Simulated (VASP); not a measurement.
Wanted: the native input for a VASP 6.6.1 run.

```yaml
Task: relaxation of cell and atoms
Functional: PBEsol
Potentials_or_basis: VASP PAW PBE potentials, release 64 (Pt)
Cutoff: 520 eV
k_mesh: 18 × 18 × 18
Occupations: gaussian, width 0.1 eV
Spin: no spin polarisation
Further_INCAR_settings: ALGO = Normal; EDIFF = 1e-07; IBRION = 2; EDIFFG = -0.002; NSW = 80; ISIF = 3
```

The structure of Pt lies in POSCAR:

```
Pt                                      
1.0
    0.0000000000      1.9580469719      1.9580469719
    1.9580469719      0.0000000000      1.9580469719
    1.9580469719      1.9580469719      0.0000000000
  Pt            
     1
Direct
     0.0000000000000000    0.0000000000000000    0.0000000000000000
```

One way to write it, as run:

INCAR

```
SYSTEM = Pt
PREC = Accurate
ENCUT = 520
EDIFF = 1E-7
ISMEAR = 0
SIGMA = 0.1
LREAL = .False.
LASPH = .True.
NELM = 80
ALGO = Normal
ISIF = 3
LWAVE = .False.
LCHARG = .False.
GGA = PS
IBRION = 2
NSW = 80
EDIFFG = -0.002
```

KPOINTS

```
Automatic mesh
0
Gamma
  18 18 18
  0 0 0
```

Potentials or basis: VASP PAW PBE potentials, release 64 (Pt).

Run with:

```sh
$ cat potpaw_PBE.64/Pt/POTCAR > POTCAR
$ mpirun -np 1 vasp_std > vasp.out
```

Results of the run:

```json
{"Pressure after relaxing": "0.0 GPa", "Band gap on the k mesh": "none (metal or under the smearing width)"}
```

Caveat: the relaxation stopped at its first step, so nothing moved; the PAW data sets were made with another functional, which shifts forces and pressure a little.

It took 41 s on 1 thread of AMD EPYC 7R43 64-Core Processor (Zen 3), on a shared host, peak memory 0.13 GiB.
